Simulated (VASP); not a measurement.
# PbSe (I4/mmm) in VASP: notebook, part 2 of 2

VASP 6.6.1. The steps go on from the part before.

## (3) Single point, PBE+D3(BJ) (strain -0.040 along x and y, +0.000 along z, atoms carried along)

The input, INCAR:

```
SYSTEM = PbSe
PREC = Accurate
ENCUT = 520
EDIFF = 1E-7
ISMEAR = 0
SIGMA = 0.03
LREAL = .FALSE.
LASPH = .TRUE.
NELM = 100
ALGO = Fast
ISIF = 2
LWAVE = .FALSE.
LCHARG = .FALSE.
GGA = PE
IVDW = 12
NBANDS = 17
```

The input, KPOINTS:

```
Automatic mesh
0
G
  10 10 10
  0 0 0
```

The input, POSCAR:

```
PbSe
1.0
    0.0000000000      2.9396640000      3.0621500000
    2.9396640000      0.0000000000      3.0621500000
    2.9396640000      2.9396640000      0.0000000000
Pb Se
1 1
Direct
    0.0000000000      0.0000000000      0.0000000000
    0.5000000000      0.5000000000      0.5000000000
```

Potentials or basis: VASP PAW PBE potentials, release 64 (Pb_d, Se).

Launch:

```bash
> cat potpaw_PBE.64/Pb_d/POTCAR potpaw_PBE.64/Se/POTCAR > POTCAR
> mpirun -np 1 vasp_std > vasp.out
```

OUTCAR:

```text
SYSTEM = PbSe
   PREC = Accurate
   ENCUT = 520
   EDIFF = 1E-7
   ISMEAR = 0
   LREAL = .FALSE.
   LASPH = .TRUE.
   NELM = 100
   ISIF = 2
   GGA = PE
   IVDW = 12
 IVDW          = 12

 ion  position               nearest neighbor table
   1  0.000  0.000  0.000-   2 2.94   2 2.94   2 2.94   2 2.94   2 3.06   2 3.06
   2  0.500  0.500  0.500-   1 2.94   1 2.94   1 2.94   1 2.94   1 3.06   1 3.06

  LATTYP: Found a body centered tetragonal cell.
 ALAT       =     4.1573126976
 C/A-ratio  =     1.4731391275

  Lattice vectors:

 A1 = (  -2.9396640000,   0.0000000000,   3.0621500000)
 A2 = (   2.9396640000,   0.0000000000,   3.0621500000)
 A3 = (   0.0000000000,   2.9396640000,  -3.0621500000)

Analysis of symmetry for initial positions (statically):
=====================================================================
 Subroutine PRICEL returns:
 Original cell was already a primitive cell.

 Routine SETGRP: Setting up the symmetry group for a
 body centered tetragonal supercell.

 Subroutine GETGRP returns: Found 16 space group operations
 (whereof 16 operations were pure point group operations)
 out of a pool of 16 trial point group operations.

The static configuration has the point symmetry D_4h.

Analysis of symmetry for dynamics (positions and initial velocities):
=====================================================================
 Subroutine PRICEL returns:
 Original cell was already a primitive cell.

 Routine SETGRP: Setting up the symmetry group for a
 body centered tetragonal supercell.

 Subroutine GETGRP returns: Found 16 space group operations
 (whereof 16 operations were pure point group operations)
 out of a pool of 16 trial point group operations.

The dynamic configuration has the point symmetry D_4h.

 Subroutine INISYM returns: Found 16 space group operations
 (whereof 16 operations are pure point group operations),
 and found     1 'primitive' translations

----------------------------------------------------------------------------------------

[... 113 lines left out ...]
  volume/ion in A,a.u.               =      26.46       178.57
  Fermi-wavevector in a.u.,A,eV,Ry     =   1.183589  2.236659 19.060166  1.400883
  Thomas-Fermi vector in A             =   2.319820
   LORBIT       =      0    0 simple, 1 ext, 2 COOP (PROOUT), +10 PAW based schemes
   GGA     = PE    functional components
   LHFCALC =     F    Hartree Fock is set to
   AEXX    =    0.0000 exact exchange contribution
   IVDW    =    12    specifies the selected vdW correction
   LEPSILON=     F    determine dielectric tensor
   LRPA    =     F    only Hartree local field effects (RPA)
 non-spin polarized calculation
 RMM-DIIS sequential band-by-band and
 Gauss-broadening in eV      SIGMA  =   0.03
  energy-cutoff  :      520.00
  volume of cell :       52.92
 maximum number of plane-waves:      1440
   NGX = 15   NGY = 15   NGZ = 15

 number of electron      20.0000001 magnetization

 Free energy of the ion-electron system (eV)
  ---------------------------------------------------
  ext. energy  EPLUGINS =         0.00000000
  ---------------------------------------------------
  free energy    TOTEN  =        -8.00789229 eV

  energy without entropy =       -8.00784622  energy(sigma->0) =       -8.00786925

 E-fermi :   6.2026     XC(G=0):  -9.9047

 val. band max:        6.1714899996   @ k =   0.5000  -0.0000   0.0000
 cond. band min:       6.2337882363   @ k =   0.5000  -0.0000   0.0000
 fundamental gap:      0.0622982367
 Fermi energy:         6.2026391175

 k-point     1 :       0.0000    0.0000    0.0000
  band No.  band energies     occupation
      1     -10.9038      2.00000
      2     -10.8895      2.00000
      3     -10.8895      2.00000
      4     -10.8846      2.00000
      5     -10.8791      2.00000
      6      -8.2167      2.00000
[... 457 lines left out ...]
      4     -10.8480      2.00000
      5     -10.8441      2.00000
      6      -7.0060      2.00000
[... 9 lines left out ...]
     16      17.0129      0.00000
     17      17.6579      0.00000

 [... further k-points ...]

------------------------ aborting loop because EDIFF is reached ----------------------------------------

 Edisp (eV)   -0.79956

 E8    (eV) :    -0.3726

  FORCE on cell =-STRESS in cart. coord.  units (eV):
  Direction    XX          YY          ZZ          XY          YZ          ZX
  --------------------------------------------------------------------------------------
  -------------------------------------------------------------------------------------
  Total       2.61096     2.61096     0.32979     0.00000     0.00000     0.00000
  in kB      79.04220    79.04220     9.98381     0.00000     0.00000     0.00000
  external pressure =       56.02 kB  Pullay stress =        0.00 kB

 VOLUME and BASIS-vectors are now :
 -----------------------------------------------------------------------------
  energy-cutoff  :      520.00
  volume of cell :       52.92
      direct lattice vectors                 reciprocal lattice vectors
     0.000000000  2.939664000  3.062150000    -0.170087466  0.170087466  0.163283967
     2.939664000  0.000000000  3.062150000     0.170087466 -0.170087466  0.163283967
     2.939664000  2.939664000  0.000000000     0.170087466  0.170087466 -0.163283967

 POSITION                                       TOTAL-FORCE (eV/Angst)
 -----------------------------------------------------------------------------------
      0.00000      0.00000      0.00000         0.000000     -0.000000      0.000000
      2.93966      2.93966      3.06215        -0.000000      0.000000     -0.000000
 -----------------------------------------------------------------------------------
    total drift:                                0.000000     -0.000000     -0.000000

  FREE ENERGIE OF THE ION-ELECTRON SYSTEM (eV)
  ---------------------------------------------------
  free  energy   TOTEN  =        -8.8074498550 eV

  energy  without entropy=       -8.8074037833  energy(sigma->0) =       -8.80742682
```

Run time: 40 s. Hardware: 1 thread of Intel Xeon 6975P-C (Granite Rapids), shared host; peak memory 0.25 GiB.

Results:

| Quantity | Value |
| --- | --- |
| Free energy | -8.8074 eV |
| Pressure | 5.6 GPa |
| Band gap on the k mesh | 0.06 eV, direct |
| Dispersion energy per atom | -0.400 eV |

Stress tensor (GPa, compression positive):
```
7.90 0.00 0.00
0.00 7.90 0.00
0.00 0.00 1.00
```

Caveat: spin-orbit coupling is left out, which as a rule narrows the gap of such compounds by several tenths of an eV. A k mesh can miss the band edges.
